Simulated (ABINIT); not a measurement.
# Ti (P6/mmm) in ABINIT: single point with LDA

Aim: the single point of Ti with LDA.

Program: ABINIT 10.8.3 (patched build). These are calculated values, not measurements. Logs are shortened: lines on timing, memory, paths and dates and some standing lists are left out, and cuts for length are marked. The log counts tension as positive stress, the text compression.

### 1 The crystal as given

Symmetry: P6/mmm, No. 191, hexagonal system. Conventional cell: a = 4.567 Å, b = 4.567 Å, c = 2.826 Å, α = 90.00°, β = 90.00°, γ = 120.00°. Ti (site symmetry -6m2) has 11 Ti at 2.64 to 2.99 Å as nearest neighbours. Around Ti (site symmetry 6/mmm) lie 14 Ti at 2.83 to 2.99 Å.

This isn't the form of Ti at room conditions, which is hcp.

### 2 Single point, LDA

run.abi reads:

```
# Pseudopotentials
pp_dirpath "./"
pseudos "Ti.LDA_PW-JTH.xml"

# Structure
acell 8.6310875383 8.6310875383 5.3408276316
rprim
     1.0000000000     0.0000000000     0.0000000000
    -0.5000000000     0.8660254038     0.0000000000
     0.0000000000     0.0000000000     1.0000000000
ntypat 1
znucl 22
natom 3
typat 1 1 1
xred
     0.6666666667     0.3333333333     0.5000000000
     0.3333333333     0.6666666667     0.5000000000
     0.0000000000     0.0000000000     0.0000000000

# Plane-wave basis
ecut 353.748021 eV
pawecutdg 26.0

# k points
kptopt 1
ngkpt 5 5 7
nshiftk 1
shiftk 0.0 0.0 0.0

# Exchange and correlation
ixc 7

# Bands and occupations
nband 22
occopt 3
tsmear 0.05 eV

# SCF cycle
nstep 100
tolvrs 1.0e-9

# Output
iomode 3
prtwf 0
prtden 0
prteig 0
prtebands 0
enunit 1
prtvol 2
```

Potentials or basis: JTH PAW LDA v2.0.

Started as:

```
$ abinit run.abi > log 2>&1
```

run.abo:

```text
.Version 10.8.3 of ABINIT
 Symmetries : space group P6/m m m (#191); Bravais hP (primitive hexag.)
================================================================================
 Values of the parameters that define the memory need of the present run
     intxc =       0    ionmov =       0      iscf =      17    lmnmax =      18
     lnmax =       6     mgfft =      30  mpssoang =       3    mqgrid =    3001
     natom =       3  nloc_mem =       2    nspden =       1   nspinor =       1
    nsppol =       1      nsym =      24    n1xccc =       1    ntypat =       1
    occopt =       3   xclevel =       1
       mpw =         785          nfft =       16200          nkpt =          20
 PAW method is used; the additional fine FFT grid is defined by:
   mgfftf=        40    nfftf =     43200
================================================================================
================================================================================

--------------------------------------------------------------------------------
------------- Echo of variables that govern the present computation ------------
--------------------------------------------------------------------------------
 -outvars: echo values of preprocessed input variables --------
            acell      8.6310875383E+00  8.6310875383E+00  5.3408276316E+00 Bohr
              amu      4.78800000E+01
             ecut      1.30000000E+01 Hartree
           enunit           1
              ixc           7
         kptrlatt        5    0    0      0    5    0      0    0    7
          kptrlen      3.73857934E+01
            natom           3
            nband          22
            ngfft          30      30      18
          ngfftdg          40      40      27
             nkpt          20
            nstep         100
             nsym          24
           ntypat           1
           occopt           3
        pawecutdg      2.60000000E+01 Hartree
           prtden           0
        prtebands           0
           prteig           0
           prtvol           2
            prtwf           0
            rprim      1.0000000000E+00  0.0000000000E+00  0.0000000000E+00
                      -5.0000000000E-01  8.6602540380E-01  0.0000000000E+00
                       0.0000000000E+00  0.0000000000E+00  1.0000000000E+00
          spgroup         191
           tolvrs      1.00000000E-09
           tsmear      1.83746611E-03 Hartree
            typat      1  1  1
           useylm           1
           xangst      2.2836874137E+00  1.3184875431E+00  1.4131221340E+00
                      -4.3256139446E-17  2.6369750862E+00  1.4131221340E+00
                       0.0000000000E+00  0.0000000000E+00  0.0000000000E+00
            xcart      4.3155437691E+00  2.4915803569E+00  2.6704138158E+00
                      -8.1742256817E-17  4.9831607137E+00  2.6704138158E+00
                       0.0000000000E+00  0.0000000000E+00  0.0000000000E+00
             xred      6.6666666667E-01  3.3333333333E-01  5.0000000000E-01
                       3.3333333333E-01  6.6666666667E-01  5.0000000000E-01
                       0.0000000000E+00  0.0000000000E+00  0.0000000000E+00
            znucl       22.00000

================================================================================

 chkinp: Checking input parameters for consistency.

================================================================================
== DATASET  1 ==================================================================

--- !DatasetInfo
iteration_state: {dtset: 1, }
dimensions: {natom: 3, nkpt: 20, mband: 22, nsppol: 1, nspinor: 1, nspden: 1, mpw: 785, }
cutoff_energies: {ecut:  13.0, pawecutdg:  26.0, }
electrons: {nelect:   3.60000000E+01, charge:   0.00000000E+00, occopt:   3.00000000E+00, tsmear:   1.83746611E-03, }
meta: {optdriver: 0, ionmov: 0, optcell: 0, iscf: 17, paral_kgb: 0, }
...

 Exchange-correlation functional for the present dataset will be:
  LDA: Perdew-Wang 92 LSD fit to Ceperley-Alder data - ixc=7
  J.P.Perdew and Y.Wang, PRB 45, 13244 (1992)

 Real(R)+Recip(G) space primitive vectors, cartesian coordinates (Bohr,Bohr^-1):
 R(1)=  8.6310875  0.0000000  0.0000000  G(1)=  0.1158603  0.0668919  0.0000000
[... 184 lines left out ...]
       0.000000000000      0.000000000000      0.000000000000
 rms dE/dt=  6.7166E-28; max dE/dt=  0.0000E+00; dE/dt below (all hartree)
    1      -0.000000000000     -0.000000000000      0.000000000000
    2       0.000000000000     -0.000000000000      0.000000000000
    3       0.000000000000      0.000000000000      0.000000000000

 cartesian coordinates (angstrom) at end:
    1      2.28368741373934     1.31848754309106     1.41312213404320
    2     -0.00000000000000     2.63697508618211     1.41312213404320
    3      0.00000000000000     0.00000000000000     0.00000000000000

 cartesian forces (hartree/bohr) at end:
    1      0.00000000000000     0.00000000000000    -0.00000000000000
    2     -0.00000000000000    -0.00000000000000    -0.00000000000000
    3     -0.00000000000000    -0.00000000000000    -0.00000000000000
 frms,max,avg= 7.8434311E-29 1.6810853E-28   0.000E+00  0.000E+00  0.000E+00 h/b

 cartesian forces (eV/Angstrom) at end:
    1      0.00000000000000     0.00000000000000    -0.00000000000000
    2     -0.00000000000000    -0.00000000000000    -0.00000000000000
    3     -0.00000000000000    -0.00000000000000    -0.00000000000000
 frms,max,avg= 4.0332544E-27 8.6444884E-27   0.000E+00  0.000E+00  0.000E+00 e/A
 length scales=  8.631087538300  8.631087538300  5.340827631600 bohr
              =  4.567374827479  4.567374827479  2.826244268086 angstroms
 Fermi (or HOMO) energy (eV) =   7.61379   Average Vxc (eV)= -11.29260
 Eigenvalues (   eV  ) for nkpt=  20  k points:
 kpt#   1, nband= 22, wtk=  0.00571, kpt=  0.0000  0.0000  0.0000 (reduced coord)
 -48.61422  -48.34824  -48.17311  -25.26125  -25.26125  -25.15331  -25.15331  -24.84620
 -24.63908  -24.55375  -24.53005  -24.53005    1.59633    5.66491    6.94512    6.94512
   7.06107    7.06107    7.59758    8.29111    8.90360    8.91130
 kpt#   2, nband= 22, wtk=  0.03429, kpt=  0.2000  0.0000  0.0000 (reduced coord)
 -48.60868  -48.33806  -48.18940  -25.34797  -25.30752  -25.06430  -25.03464  -24.83372
 -24.64121  -24.60565  -24.56448  -24.53060    2.05947    5.59680    6.13307    6.71853
   6.79412    7.68749    7.86905    8.32398    8.60527    8.98291
 kpt#   3, nband= 22, wtk=  0.03429, kpt=  0.4000  0.0000  0.0000 (reduced coord)
 -48.60025  -48.31033  -48.22652  -25.42345  -25.25845  -24.99768  -24.98493  -24.81192
 -24.69646  -24.64062  -24.58752  -24.53166    3.29776    4.83946    5.13400    6.91281
   7.06142    7.56193    7.86860    8.19342    8.67116    8.68661
 kpt#   4, nband= 22, wtk=  0.03429, kpt=  0.2000  0.2000  0.0000 (reduced coord)
 -48.60192  -48.31713  -48.21787  -25.34873  -25.34086  -25.06346  -24.91399  -24.81660
 -24.70353  -24.63997  -24.58338  -24.52165    2.90006    5.12442    5.40424    6.73396
   7.28963    7.60963    8.07410    8.14629    8.21239    8.95332
 kpt#   5, nband= 22, wtk=  0.03429, kpt=  0.4000  0.2000  0.0000 (reduced coord)
[... 48 lines left out ...]
 -48.54322  -48.29056  -48.13521  -25.27676  -25.24068  -25.17392  -25.09422  -25.06601
 -25.02531  -24.98221  -24.56753  -24.52371    4.95257    5.64878    5.71432    6.01978
   6.20124    6.77917    8.48162    8.69050    8.76622    8.86665
 kpt#  18, nband= 22, wtk=  0.06857, kpt=  0.4000  0.0000  0.4286 (reduced coord)
 -48.54269  -48.25484  -48.17199  -25.32153  -25.29480  -25.19764  -25.09704  -25.02894
 -24.95780  -24.90670  -24.64930  -24.49602    5.13607    5.47101    5.96664    6.46094
   6.67096    7.10789    8.04285    8.34076    8.66729    8.77095
 kpt#  19, nband= 22, wtk=  0.06857, kpt=  0.2000  0.2000  0.4286 (reduced coord)
 -48.54280  -48.26373  -48.16292  -25.33669  -25.27634  -25.18855  -25.07318  -24.99615
 -24.98103  -24.96720  -24.63765  -24.49309    5.08058    5.49687    6.04744    6.34770
   6.50850    6.96609    8.06836    8.51858    8.54185    9.15591
 kpt#  20, nband= 22, wtk=  0.06857, kpt=  0.4000  0.2000  0.4286 (reduced coord)
 -48.54255  -48.23287  -48.19426  -25.37636  -25.28367  -25.21385  -25.05131  -24.98999
 -24.95547  -24.86791  -24.73779  -24.47334    5.06516    5.75262    6.21466    6.47370
   6.86760    6.92155    7.72700    8.12972    8.57911    9.03167
 Total charge density [el/Bohr^3]
)     Maximum=    1.4198E+00  at reduced coord.    0.0000    0.0000    0.0000
)Next maximum=    1.4091E+00  at reduced coord.    0.3500    0.6750    0.5185
)     Minimum=    2.4410E-02  at reduced coord.    0.4000    0.2000    0.0000
)Next minimum=    2.4410E-02  at reduced coord.    0.8000    0.2000    0.0000
   Integrated=    3.6000E+01

--- !EnergyTerms
iteration_state     : {dtset: 1, }
comment             : Components of total free energy in Hartree
kinetic             :  2.32690734367027E+01
hartree             :  3.41592781732043E+01
xc                  : -9.68694290155546E+00
Ewald energy        : -1.28112254735951E+02
psp_core            :  7.79576359672749E+00
local_psp           : -1.02911637400649E+02
PAW spherical_terms : -6.93527573024454E-01
internal            : -1.76180247404545E+02
'-kT*entropy'       : -1.08983668344068E-03
total_energy        : -1.76181337241229E+02
total_energy_eV     : -4.79413841700452E+03
...

--- !EnergyTermsDC
iteration_state     : {dtset: 1, }
comment             : '"Double-counting" decomposition of free energy'
band_energy         : -2.45146261045127E+01
Ewald energy        : -1.28112254735951E+02
psp_core            :  7.79576359672749E+00
xc_dc               : -3.29626019776298E+01
PAW spherical_terms :  1.61347003790555E+00
internal            : -1.76180249183461E+02
'-kT*entropy'       : -1.08983668344068E-03
total_energy_dc     : -1.76181339020144E+02
total_energy_dc_eV  : -4.79413846541126E+03
...

--- !EnergyTermsWithPAWCore
iteration_state     : {dtset: 1, }
comment             : 'Components of total free energy, including PAW core contributions'
Total energy        : -2.55599758054552E+03
Total energy DC     : -2.55599758232443E+03
Total energy (eV)   : -6.95522374080170E+04
Total energy DC (eV): -6.95522374564237E+04
...

 Cartesian components of stress tensor (hartree/bohr^3)
  sigma(1 1)=  2.77330070E-04  sigma(3 2)=  0.00000000E+00
  sigma(2 2)=  2.77330069E-04  sigma(3 1)=  0.00000000E+00
  sigma(3 3)=  2.37216080E-04  sigma(2 1)=  0.00000000E+00

-Cartesian components of stress tensor (GPa)         [Pressure= -7.7659E+00 GPa]
- sigma(1 1)=  8.15933235E+00  sigma(3 2)=  0.00000000E+00
- sigma(2 2)=  8.15933233E+00  sigma(3 1)=  0.00000000E+00
- sigma(3 3)=  6.97913803E+00  sigma(2 1)=  0.00000000E+00

== END DATASET(S) ==============================================================
================================================================================

 -outvars: echo values of variables after computation  --------
            acell      8.6310875383E+00  8.6310875383E+00  5.3408276316E+00 Bohr
           etotal     -1.7618133902E+02
            fcart      8.3192149655E-29  1.6810853499E-28 -0.0000000000E+00
                      -4.1596074828E-29 -4.8031009997E-29 -0.0000000000E+00
                      -4.1596074828E-29 -1.2007752499E-28 -0.0000000000E+00
            rprim      1.0000000000E+00  0.0000000000E+00  0.0000000000E+00
                      -5.0000000000E-01  8.6602540380E-01  0.0000000000E+00
                       0.0000000000E+00  0.0000000000E+00  1.0000000000E+00
           strten      2.7733006984E-04  2.7733006902E-04  2.3721608005E-04
                       0.0000000000E+00  0.0000000000E+00  0.0000000000E+00
           xangst      2.2836874137E+00  1.3184875431E+00  1.4131221340E+00
                      -4.3256139446E-17  2.6369750862E+00  1.4131221340E+00
                       0.0000000000E+00  0.0000000000E+00  0.0000000000E+00
             xred      6.6666666667E-01  3.3333333333E-01  5.0000000000E-01
                       3.3333333333E-01  6.6666666667E-01  5.0000000000E-01
                       0.0000000000E+00  0.0000000000E+00  0.0000000000E+00
 Calculation completed.
```

Run time: 8.3 s. Hardware: 1 thread of AMD EPYC 9R45 (Zen 5), shared host; peak memory 0.08 GiB.

Results:

- Free energy: -4794.1385 eV
- Pressure: -7.8 GPa
- Band gap on the k mesh: none (metal or under the smearing width)
- Valence electrons inside the program's atomic spheres: Ti 10.24, 10.14 (radii [1.2214] Å)

Levels at points of the mesh, in eV from the Fermi level:
| k point | band 16 | band 17 | band 18 | band 19 | band 20 | band 21 |
| --- | --- | --- | --- | --- | --- | --- |
| (0.00, 0.00, 0.00) | -0.67 | -0.55 | -0.55 | -0.02 | 0.68 | 1.29 |
